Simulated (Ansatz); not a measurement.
# MnO (Fm-3m) in Ansatz: further runs

Runs on MnO. Level: LDA. Tasks: single point, equation of state.

All numbers are computed with Ansatz 0.2.0; they aren't measurements. Logs are shortened: lines on timing, memory, paths and dates and some standing lists are left out, and cuts for length are marked.

### 1 The crystal as given

Symmetry: Fm-3m, No. 225, cubic system. Conventional cell: a = 4.448 Å, b = 4.448 Å, c = 4.448 Å, α = 90.00°, β = 90.00°, γ = 90.00°. Around Mn (site symmetry m-3m) lie 6 O at 2.22 Å. O (site symmetry m-3m) has 6 Mn at 2.22 Å as nearest neighbours.

The cell is a database's computed one.

### 2 Single point, LDA, collinear spin, ferromagnetic start, 10.34 Å³/atom (volume scaled by 0.94)

The input, input.yaml:

```yaml
crystal:
  lattice:
    - [0.0, 2.1785090927, 2.1785090927]
    - [2.1785090927, 0.0, 2.1785090927]
    - [2.1785090927, 2.1785090927, 0.0]
  atoms:
    - { symbol: Mn, position: [0.0, 0.0, 0.0], spin: 4.0 }
    - { symbol: O, position: [0.5, 0.5, 0.5] }
kpoints:
  mp_grid: { grid: [10, 10, 10] }
scf:
  occupations: { method: fermi_dirac, width: 0.05 }
hamiltonian:
  xc: lda
  pseudopotentials: { kind: all_electron, lapw: { basis_error: 0.001 } }
magnetization:
  spin_polarized: true
output:
  forces: true
  stress: true
  eigenvalues: true
```

Potentials or basis: all-electron LAPW, scalar-relativistic.

Launch:

```console
$ ansatz run input.yaml --threads 2 --pin off --max-ram 6144MiB --backend cpu --events-out ev --progress --plain --runs-dir out
```

What it wrote:

```text
Warning: RAYON_NUM_THREADS=2 ignored (pool sized by the plan → 2); use --threads N
LAPW: plane waves up to 9.426 Å⁻¹, error target 1.0e-3 eV per atom; small_component_spin mean_spin; O in spheres of 0.995 Å, 8 of its electrons in bands, Dirac shells []; Mn in spheres of 1.183 Å, 15 of its electrons in bands, Dirac shells [] (how accurate: hamiltonian.pseudopotentials.lapw.basis_error, Limitations)
Engine: ansatz 0.2.0, aarch64-unknown-linux-gnu
Pseudopotentials: kind: all_electron
Pseudopotential: Mn, LAPW, valence charge 15, lapw/all_electron/scalar/gaussian/Mn, Koelling and Harmon's equation, gaussian nucleus
Pseudopotential: O, LAPW, valence charge 8, lapw/all_electron/scalar/gaussian/O, Koelling and Harmon's equation, gaussian nucleus
Functional definition: SPW92
  exchange = slater_x
  correlation = pw_c
Crystal: 2 atoms, lattice volume = 20.678 Å³
Basis set: ecut = 338.49881096087717 eV, 283 PW (Γ), exchange–correlation at level 2
Bands: 18, of which v1, the nominal top of the filled ones, is band 12 counted from 1 (11 counted from 0)
Symmetry: 48 space group operations
Space group: Fm-3m (ITA 225), of the structure as read, at distance tolerance 2.7e-5 Å
Magnetic group: BNS 225.116 (UNI 1618), of the structure as read, at distance tolerance 2.7e-5 Å
k-points: 47 of 1000
Non-local potential: Mn, projectors of the file, none
Non-local potential: O, projectors of the file, none
Initial density: superposition of atomic densities (chi_scale 0.1, normalization cell, long waves kept (reshape's long-wave potential 0.00 eV rms))
Starting moments: Σ|m| = 4 μB on 1 of 2 sites
Initial wavefunctions: plane waves of lowest kinetic energy (no species holds an atomic orbital)
Functional: x = slater, c = lda
iter 1 solved again at ethr=7.26e-3 eV; its pass at ethr=1.00e-1 eV (dr2=1.67e0 eV) is discarded
SCF iter   1: F=—  HF=-33507.339327 eV  |F-HF|=—  |Δ(HF+E_count)|=         —  Δρ=5.30e-2 (↑4.92e-2 ↓5.30e-2)  dr2=1.67e0  dr2_m=1.59e-1  M=4.790 μB ∫|m|=4.791 μB  β_m=0.30  ethr=7.26e-3  ⟨swp⟩=2.0  Hψ=10962  notcnv=0
Mixer restart at iter 1: flushing history
preconditioner: auto → none  [metal: Δε(μ)=0.071 eV  Ē_g=14.142 eV  σ=0.050 eV  W_gap=0.33  n_scr=8 (ndim 8)  ℏωp=29.4 eV  f_vac=0.000  D(μ)=0.99/eV (n_scr^D=14)  sad-step TF]
SCF iter   2: F=—  HF=-33506.443708 eV  |F-HF|=—  |Δ(HF+E_count)|=   8.96e-1  Δρ=2.23e-2 (↑2.23e-2 ↓2.02e-2)  dr2=3.42e-1  dr2_m=2.08e-2  M=4.497 μB ∫|m|=4.497 μB  β_m=0.36  ethr=7.26e-3  ⟨swp⟩=2.0  Hψ=4982  notcnv=0
SCF iter   3: F=—  HF=-33506.382494 eV  |F-HF|=—  |Δ(HF+E_count)|=   6.12e-2  Δρ=9.87e-3 (↑9.87e-3 ↓7.01e-3)  dr2=6.49e-2  dr2_m=1.65e-3  M=4.391 μB ∫|m|=4.391 μB  β_m=0.56  ethr=1.49e-3  ⟨swp⟩=2.0  Hψ=5075  notcnv=0
iter 4 solved again at ethr=3.96e-6 eV; its pass at ethr=2.82e-4 eV (dr2=9.11e-4 eV) is discarded
SCF iter   4: F=—  HF=-33506.387944 eV  |F-HF|=—  |Δ(HF+E_count)|=         —  Δρ=2.31e-3 (↑1.30e-3 ↓2.31e-3)  dr2=9.11e-4  dr2_m=3.61e-4  M=4.365 μB ∫|m|=4.366 μB  β_m=0.56  ethr=3.96e-6  ⟨swp⟩=2.0  Hψ=7926  notcnv=0
Mixer restart at iter 4: flushing history
SCF iter   5: F=—  HF=-33506.389564 eV  |F-HF|=—  |Δ(HF+E_count)|=   1.62e-3  Δρ=1.84e-3 (↑1.84e-3 ↓4.94e-4)  dr2=1.16e-3  dr2_m=1.40e-4  M=4.360 μB ∫|m|=4.360 μB  β_m=0.51  ethr=3.96e-6  ⟨swp⟩=3.0  Hψ=4982  notcnv=0
SCF iter   6: F=—  HF=-33506.388657 eV  |F-HF|=—  |Δ(HF+E_count)|=   9.07e-4  Δρ=6.49e-4 (↑5.72e-4 ↓6.49e-4)  dr2=5.14e-5  dr2_m=5.51e-5  M=4.362 μB ∫|m|=4.362 μB  β_m=0.63  ethr=3.96e-6  ⟨swp⟩=2.5  Hψ=4565  notcnv=0
SCF iter   7: F=—  HF=-33506.388837 eV  |F-HF|=—  |Δ(HF+E_count)|=   1.81e-4  Δρ=3.01e-4 (↑2.06e-4 ↓3.01e-4)  dr2=2.23e-6  dr2_m=1.13e-5  M=4.358 μB ∫|m|=4.358 μB  β_m=0.54  ethr=2.24e-7  ⟨swp⟩=2.4  Hψ=4562  notcnv=0
SCF iter   8: F=—  HF=-33506.388839 eV  |F-HF|=—  |Δ(HF+E_count)|=   1.46e-6  Δρ=5.28e-5 (↑5.28e-5 ↓5.14e-5)  dr2=4.27e-7  dr2_m=4.06e-7  M=4.358 μB ∫|m|=4.358 μB  β_m=0.71  ethr=9.71e-9  ⟨swp⟩=3.0  Hψ=4966  notcnv=0
SCF iter   9: F=—  HF=-33506.388838 eV  |F-HF|=—  |Δ(HF+E_count)|=   5.67e-7  Δρ=6.47e-6 (↑6.47e-6 ↓4.04e-6)  dr2=9.76e-9  dr2_m=2.27e-9  M=4.358 μB ∫|m|=4.358 μB  β_m=0.85  ethr=1.86e-9  ⟨swp⟩=2.1  Hψ=4517  notcnv=0
SCF iter  10: F=—  HF=-33506.388838 eV  |F-HF|=—  |Δ(HF+E_count)|=   1.90e-8  Δρ=2.27e-6 (↑2.27e-6 ↓1.67e-6)  dr2=6.34e-10  dr2_m=5.60e-10  M=4.358 μB ∫|m|=4.358 μB  β_m=0.93  ethr=4.24e-11  ⟨swp⟩=2.7  Hψ=4627  notcnv=0
SCF iter  11: F=-33506.388838 eV  HF=-33506.388838 eV  |F-HF|=1.02e-10  |Δ(HF+E_count)|=  7.42e-10  Δρ=1.76e-7 (↑1.76e-7 ↓1.26e-7)  dr2=1.37e-11  dr2_m=1.70e-12  M=4.358 μB ∫|m|=4.358 μB  ethr=5.87e-12 (applied; sched 2.76e-12)  ⟨swp⟩=2.7  Hψ=4633  notcnv=0
SCF 1 converged in 11 iterations: F = -33506.388838 eV  dr2 = 1.37e-11
SCF converged after 11 iterations
Magnetization: 4.3583 μB (13.6791 up, 9.3209 down)
Absolute magnetization: 4.3584 μB (∫|ρ↑−ρ↓|)
Spin contamination: 0.0157 ħ² per cell (⟨S²⟩ above its minimum at these occupations)
Per-site moments (μB) at R_I (Å): [(3.963258362319337, 1.1830214891783357), (0.19815282466548467, 0.9954875710593492)]
Free energy (F): -33506.388838 eV
Harris-Foulkes:  -33506.388838 eV  (|F-HF|=1.02e-10)
Internal energy: -33506.379582 eV  (E = F + TS)
E sigma→0 (E₀):  -33506.384210 eV
Entropy (-TS):   -0.009256 eV (-4.628 meV/atom)
Fermi energy:    14.318332 eV
--- Per-component energies (eV) ---
  E_band       = -1206.694393
  E_kinetic    = 33879.173984
  E_xc         = -1586.418002
  E_electrostatic = -65799.135564  (all electrons and nuclei)
  E_smearing   = -0.009256  (= −TS)
  E_closure    = 0.000000  (closes the sum)
  E_atoms      = -33488.084494  (free atoms, spherical and without spin; not in F)
  Σ components = -33506.388838   (vs F -33506.388838, Δ=0.00e0)
  Basis errors (estimates in eV, not in F): energy 3.6e-4 per atom: plane waves 3.3e-4 (1.8e-4 summed), levels above the bands 4.6e-124, relativity 5.2e-9, radial functions 3.1e-5, core shells 8.3e-8; eigenvalues (radial functions only) 6.9e-6; not estimated: angular momenta, meshes, grids; target (lapw.basis_error) 1.0e-3; muffin-tin radii O 0.995 Å, Mn 1.183 Å
--- Forces (eV/Å), atoms counted from 1 ---
  atom   1  Mn     0.00000000     0.00000000     0.00000000
  atom   2  O      0.00000000    -0.00000000    -0.00000000
  max |Σ_I F_I| component: 1.91e-30 eV/Å
--- Stress (GPa, compression-positive) ---
      -12.366804      -0.000000       0.000000
       -0.000000     -12.366804       0.000000
        0.000000       0.000000     -12.366804
  P = ⅓ Tr σ = -12.3668 GPa (-123.668 kbar)
--- Band table (eV; the first three rows and the last of 94) ---
  k-point 0 ↑: bands = ["-489.3829", "-66.3921", "-35.4792", "-35.4792", "-35.4792", "-6.3084", "10.1549", "10.1549", "10.1549", "11.2052", "11.2052", "11.2052", "11.7500", "11.7500", "14.1496", "28.4462", "30.9648", "30.9648"]
  k-point 1 ↑: bands = ["-489.3829", "-66.3912", "-35.4876", "-35.4802", "-35.4802", "-6.2100", "9.3342", "9.6656", "9.6656", "11.3283", "11.3283", "11.4409", "12.2605", "12.2605", "14.8042", "27.3990", "30.6490", "30.6490"]
  k-point 2 ↑: bands = ["-489.3829", "-66.3888", "-35.5094", "-35.4829", "-35.4829", "-5.9414", "7.9530", "8.9171", "8.9171", "11.5728", "11.5728", "11.7332", "13.1554", "13.1554", "16.0962", "25.4635", "29.4740", "29.4740"]
  k-point 46 ↓: bands = ["-489.1849", "-62.1575", "-31.4507", "-31.4329", "-31.4146", "-4.6973", "7.8131", "8.3972", "8.6149", "14.5888", "15.6139", "16.1691", "16.3729", "16.8856", "22.8739", "23.6531", "24.5812", "27.3908"]
```

Run time: 17 s. Hardware: 2 threads of Arm Neoverse N1, shared host; peak memory 0.4 GiB.

Results:

```yaml
Free_energy: -33506.3888 eV
Pressure: -12.4 GPa
Band_gap_on_the_k_mesh: none (metal or under the smearing width)
Net_moment: 4.36 μB per cell
Absolute_moment: 4.36 μB per cell
Site_moments: Mn +3.96; O +0.20 μB
```

Caveat: a cell with one magnetic atom can't hold antiferromagnetic order, which such compounds often take; semilocal functionals often make such compounds metallic where correlation or magnetic order opens a gap, which also shifts bond lengths.

### 3 Single point, LDA, collinear spin, ferromagnetic start, 10.56 Å³/atom (volume scaled by 0.96)

Edit input.yaml of step 2 so:

```diff
@@ -2,5 +2,5 @@
   lattice:
-    - [0.0, 2.1785090927, 2.1785090927]
-    - [2.1785090927, 0.0, 2.1785090927]
-    - [2.1785090927, 2.1785090927, 0.0]
+    - [0.0, 2.1938512115, 2.1938512115]
+    - [2.1938512115, 0.0, 2.1938512115]
+    - [2.1938512115, 2.1938512115, 0.0]
   atoms:
```

Potentials or basis: all-electron LAPW, scalar-relativistic.

Launch:

```console
$ ansatz run input.yaml --threads 2 --pin off --max-ram 6144MiB --backend cpu --events-out ev --progress --plain --runs-dir out
```

It took 14 s on 2 threads of Arm Neoverse N1, shared host; peak memory 0.39 GiB.

The run converged. Its results:

| Property | Result |
| --- | --- |
| Free energy | -33506.3527 eV |
| Pressure | -13.9 GPa |
| Band gap on the k mesh | none (metal or under the smearing width) |
| Net moment | 4.45 μB per cell |
| Absolute moment | 4.45 μB per cell |
| Site moments | Mn +4.04; O +0.21 μB |

Caveat: a cell with one magnetic atom can't hold antiferromagnetic order, which such compounds often take; semilocal functionals often make such compounds metallic where correlation or magnetic order opens a gap, which also shifts bond lengths.

### 4 Single point, LDA, collinear spin, ferromagnetic start, 10.78 Å³/atom (volume scaled by 0.98)

Edit input.yaml of step 3 so:

```diff
@@ -2,5 +2,5 @@
   lattice:
-    - [0.0, 2.1938512115, 2.1938512115]
-    - [2.1938512115, 0.0, 2.1938512115]
-    - [2.1938512115, 2.1938512115, 0.0]
+    - [0.0, 2.208981698, 2.208981698]
+    - [2.208981698, 0.0, 2.208981698]
+    - [2.208981698, 2.208981698, 0.0]
   atoms:
```

Launch:

```console
$ ansatz run input.yaml --threads 2 --pin off --max-ram 6144MiB --backend cpu --events-out ev --progress --plain --runs-dir out
```

It took 15 s on 2 threads of Arm Neoverse N1, shared host; peak memory 0.39 GiB.

The run converged. Its results:

| Quantity | Value |
| --- | --- |
| Free energy | -33506.3128 eV |
| Pressure | -15.2 GPa |
| Band gap on the k mesh | none (metal or under the smearing width) |
| Net moment | 4.53 μB per cell |
| Absolute moment | 4.53 μB per cell |
| Site moments | Mn +4.11; O +0.21 μB |

Caveat: a cell with one magnetic atom can't hold antiferromagnetic order, which such compounds often take; semilocal functionals often make such compounds metallic where correlation or magnetic order opens a gap, which also shifts bond lengths.

### 5 Single point, LDA, collinear spin, ferromagnetic start, 11.00 Å³/atom

Edit input.yaml of step 4 so:

```diff
@@ -2,5 +2,5 @@
   lattice:
-    - [0.0, 2.208981698, 2.208981698]
-    - [2.208981698, 0.0, 2.208981698]
-    - [2.208981698, 2.208981698, 0.0]
+    - [0.0, 2.2239077028, 2.2239077028]
+    - [2.2239077028, 0.0, 2.2239077028]
+    - [2.2239077028, 2.2239077028, 0.0]
   atoms:
```

Launch:

```console
$ ansatz run input.yaml --threads 2 --pin off --max-ram 6144MiB --backend cpu --events-out ev --progress --plain --runs-dir out
```

Wall time 15 s (2 threads of Arm Neoverse N1, shared host); peak memory 0.39 GiB.

Results (log left out):

* Free energy: -33506.2692 eV
* Pressure: -16.6 GPa
* Band gap on the k mesh: none (metal or under the smearing width)
* Net moment: 4.60 μB per cell
* Absolute moment: 4.60 μB per cell
* Site moments: Mn +4.17; O +0.22 μB

Caveat: a cell with one magnetic atom can't hold antiferromagnetic order, which such compounds often take; semilocal functionals often make such compounds metallic where correlation or magnetic order opens a gap, which also shifts bond lengths.

### 6 Single point, LDA, collinear spin, ferromagnetic start, 11.22 Å³/atom (volume scaled by 1.02)

Edit input.yaml of step 5 so:

```diff
@@ -2,5 +2,5 @@
   lattice:
-    - [0.0, 2.2239077028, 2.2239077028]
-    - [2.2239077028, 0.0, 2.2239077028]
-    - [2.2239077028, 2.2239077028, 0.0]
+    - [0.0, 2.2386359976, 2.2386359976]
+    - [2.2386359976, 0.0, 2.2386359976]
+    - [2.2386359976, 2.2386359976, 0.0]
   atoms:
```

Potentials or basis: all-electron LAPW, scalar-relativistic.

Launch:

```console
$ ansatz run input.yaml --threads 2 --pin off --max-ram 6144MiB --backend cpu --events-out ev --progress --plain --runs-dir out
```

Run time: 15 s. Hardware: 2 threads of Arm Neoverse N1, shared host; peak memory 0.39 GiB.

The run converged. Its results:

* Free energy: -33506.2221 eV
* Pressure: -17.7 GPa
* Band gap on the k mesh: none (metal or under the smearing width)
* Net moment: 4.67 μB per cell
* Absolute moment: 4.67 μB per cell
* Site moments: Mn +4.23; O +0.23 μB

Caveat: a cell with one magnetic atom can't hold antiferromagnetic order, which such compounds often take; semilocal functionals often make such compounds metallic where correlation or magnetic order opens a gap, which also shifts bond lengths.

### 7 Single point, LDA, collinear spin, ferromagnetic start, 11.44 Å³/atom (volume scaled by 1.04)

Edit input.yaml of step 6 so:

```diff
@@ -2,5 +2,5 @@
   lattice:
-    - [0.0, 2.2386359976, 2.2386359976]
-    - [2.2386359976, 0.0, 2.2386359976]
-    - [2.2386359976, 2.2386359976, 0.0]
+    - [0.0, 2.2531730023, 2.2531730023]
+    - [2.2531730023, 0.0, 2.2531730023]
+    - [2.2531730023, 2.2531730023, 0.0]
   atoms:
```

Launch:

```console
$ ansatz run input.yaml --threads 2 --pin off --max-ram 6144MiB --backend cpu --events-out ev --progress --plain --runs-dir out
```

Wall time 15 s (2 threads of Arm Neoverse N1, shared host); peak memory 0.39 GiB.

The run converged. Its results:

- Free energy: -33506.1724 eV
- Pressure: -18.5 GPa
- Band gap on the k mesh: none (metal or under the smearing width)
- Net moment: 4.74 μB per cell
- Absolute moment: 4.74 μB per cell
- Site moments: Mn +4.29; O +0.24 μB

Caveat: a cell with one magnetic atom can't hold antiferromagnetic order, which such compounds often take; semilocal functionals often make such compounds metallic where correlation or magnetic order opens a gap, which also shifts bond lengths.

### 8 Single point, LDA, collinear spin, ferromagnetic start, 11.66 Å³/atom (volume scaled by 1.06)

Edit input.yaml of step 7 so:

```diff
@@ -2,5 +2,5 @@
   lattice:
-    - [0.0, 2.2531730023, 2.2531730023]
-    - [2.2531730023, 0.0, 2.2531730023]
-    - [2.2531730023, 2.2531730023, 0.0]
+    - [0.0, 2.2675248097, 2.2675248097]
+    - [2.2675248097, 0.0, 2.2675248097]
+    - [2.2675248097, 2.2675248097, 0.0]
   atoms:
```

Launch:

```console
$ ansatz run input.yaml --threads 2 --pin off --max-ram 6144MiB --backend cpu --events-out ev --progress --plain --runs-dir out
```

It took 15 s on 2 threads of Arm Neoverse N1, shared host; peak memory 0.39 GiB.

The run converged. Its results:

```
Free energy            : -33506.1200 eV
Pressure               : -19.7 GPa
Band gap on the k mesh : none (metal or under the smearing width)
Net moment             : 4.79 μB per cell
Absolute moment        : 4.79 μB per cell
Site moments           : Mn +4.33; O +0.24 μB
```

Caveat: a cell with one magnetic atom can't hold antiferromagnetic order, which such compounds often take; semilocal functionals often make such compounds metallic where correlation or magnetic order opens a gap, which also shifts bond lengths.

### 9 Equation of state, LDA, collinear spin, ferromagnetic start

Potentials or basis: all-electron LAPW, scalar-relativistic.

This step only gathers the single runs of the series.

Results:

```yaml
Equilibrium_volume: outside the volumes run
```

Energy against volume, from the lowest point:
| volume (Å³/atom) | energy (meV/atom) |
| --- | --- |
| 10.339 | 0.00 |
| 10.559 | 18.05 |
| 10.779 | 38.00 |
| 10.999 | 59.83 |
| 11.219 | 83.38 |
| 11.439 | 108.23 |
| 11.659 | 134.41 |
